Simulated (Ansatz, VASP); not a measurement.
# Two plane-wave programs on Tl

```xyz
1
Lattice="-2.0987 2.0987 2.0987 2.0987 -2.0987 2.0987 2.0987 2.0987 -2.0987" Properties=species:S:1:pos:R:3 pbc="T T T"
Tl    0.0000    0.0000    0.0000
```

Alike in both runs: task single point; functional BLYP; k mesh 12 × 12 × 12; occupations fermi-dirac, width 0.1 eV; no spin polarisation.

|  | VASP | Ansatz |
| --- | --- | --- |
| version | VASP 6.6.1 | Ansatz 0.2.0 |
| potentials or method | VASP PAW PBE potentials, release 64 (Tl_d) | plane waves (420 eV) with PAW, scalar-relativistic |
| plane-wave cutoff (eV) | 520 | 420 |
| valence electrons in the cell | 13 | 13 |

|  | VASP | Ansatz | Ansatz less VASP |
| --- | --- | --- | --- |
| pressure (GPa) | -0.6 | -0.6 | 0.00 |

Caveats: the PAW data sets were made with another functional, which shifts forces and pressure a little (VASP). Spin-orbit coupling is left out, which matters for the levels of Tl.
